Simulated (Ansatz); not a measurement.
Density of states of SiNi (Pnma, a = 5.154 Å, b = 3.375 Å, c = 5.620 Å, α = 90.00°, β = 90.00°, γ = 90.00°), in states per eV and primitive cell, averaged over bins of 0.4 eV. All numbers below come from DFT PBE, scalar-relativistic, plane waves, PAW (Ansatz).

Settings: cutoff 420 eV, Γ-centred mesh 8×10×6 on the computed 8-atom cell, Gaussian smearing of 0.10 eV; no spin polarisation.

The cell is relaxed at this level. The states (both spins) are summed by tetrahedra on a 12×15×9 mesh at the self-consistent density. Energies are bin centres; the table starts no lower than −8 eV and ends at 6 eV, or lower where the solved bands end.

It is a metal at this level.

```tsv
E − E_F (eV)	total	Ni 3d	Si 3p	Si 3s	Ni 4s
-7.85	2.90	0.47	0.47	1.70	0.22
-7.45	1.81	0.37	0.23	1.13	0.06
-7.05	0.00	0.00	0.00	0.00	0.00
-6.65	0.59	0.10	0.38	0.04	0.07
-6.25	2.87	0.68	1.62	0.26	0.29
-5.85	3.45	0.96	1.89	0.29	0.27
-5.45	3.40	1.15	1.64	0.31	0.26
-5.05	4.11	1.79	1.67	0.31	0.29
-4.65	3.63	1.82	1.33	0.21	0.21
-4.25	5.76	3.36	1.85	0.19	0.26
-3.85	10.54	7.55	2.35	0.15	0.30
-3.45	14.78	12.09	2.05	0.17	0.15
-3.05	14.46	11.98	1.84	0.17	0.12
-2.65	14.37	12.37	1.45	0.10	0.11
-2.25	14.02	12.79	0.79	0.08	0.11
-1.85	12.32	11.04	0.81	0.16	0.10
-1.45	7.30	5.17	1.50	0.28	0.11
-1.05	3.46	1.89	1.18	0.17	0.06
-0.65	2.47	1.56	0.66	0.14	0.05
-0.25	2.06	1.11	0.66	0.19	0.03
0.15	2.41	1.13	0.90	0.24	0.04
0.55	3.20	1.30	1.29	0.36	0.10
0.95	2.83	1.01	1.24	0.33	0.11
1.35	3.04	0.96	1.31	0.46	0.15
1.75	3.44	0.97	1.59	0.51	0.18
2.15	2.91	0.72	1.44	0.36	0.20
2.55	2.92	0.64	1.47	0.35	0.26
2.95	2.53	0.46	1.34	0.26	0.25
3.35	3.57	0.57	1.94	0.31	0.40
3.75	3.24	0.42	1.74	0.27	0.40
4.15	3.45	0.37	1.78	0.29	0.43
4.55	3.31	0.32	1.71	0.22	0.42
4.95	3.10	0.26	1.56	0.18	0.38
5.35	2.86	0.20	1.24	0.15	0.39
5.75	2.99	0.16	0.93	0.12	0.54
```

The columns after the total are the Löwdin projections on the occupied valence shells of the potentials. The rest of the total lies in shells that are empty in the free atom, which aren't projected, and between the atoms.

A ferromagnetic start lost its moments in a first run, so spin was left out; other magnetic orders weren't tried.

Cost: 1 run of about 3.3 core-minutes, on Intel Xeon Platinum 8488C (Sapphire Rapids) (shared hosts).